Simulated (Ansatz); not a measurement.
**HgTe (Coloradoite): single point with r2SCAN0 form with a typed share of exact exchange**

HgTe (Coloradoite):

```
CELL_PARAMETERS angstrom
0.00000 3.21450 3.21450
3.21450 0.00000 3.21450
3.21450 3.21450 0.00000
ATOMIC_POSITIONS crystal
Hg 0.00000 0.00000 0.00000
Te 0.75000 0.75000 0.75000
```

```
Program                 : Ansatz 0.2.0
Task                    : single point
Functional              : r2SCAN0 form with a typed share of exact exchange
Potentials or basis     : Ansatz PAW
Cutoff                  : 500 eV (not typed: the program's choice for these potentials)
k mesh                  : 4 × 4 × 4
Occupations             : fermi-dirac, width 0.05 eV
Spin                    : no spin polarisation
Share of exact exchange : 0.35
```

```json
{
 "Pressure": "1.9 GPa",
 "Band gap on the k mesh": "1.42 eV, direct"
}
```

Levels at points of the mesh, in eV from the valence-band top:
```csv
k point,band 16,band 17,band 18,band 19,band 20,band 21
"(0.00, 0.00, 0.00)",0.00,0.00,0.00,1.42,6.40,6.40
"(0.00, 0.00, -0.50)",-6.38,-1.18,-1.18,2.74,7.28,7.28
"(0.00, -0.50, -0.50)",-6.33,-2.71,-2.71,3.89,4.34,10.93
```

Wall time 24 s on 2 threads of Arm Neoverse V2, on a shared host, peak memory 1.2 GiB.

Caveat: the k mesh is coarse (spacing up to 0.42 Å⁻¹), so the values aren't converged, least of all with exact exchange; spin-orbit coupling is left out, which moves the levels of the heavy elements; the PAW data sets come from PBE, with cores solved anew for the run's functional, which leaves a small shift of forces and pressure; the thresholds are loose for stress.
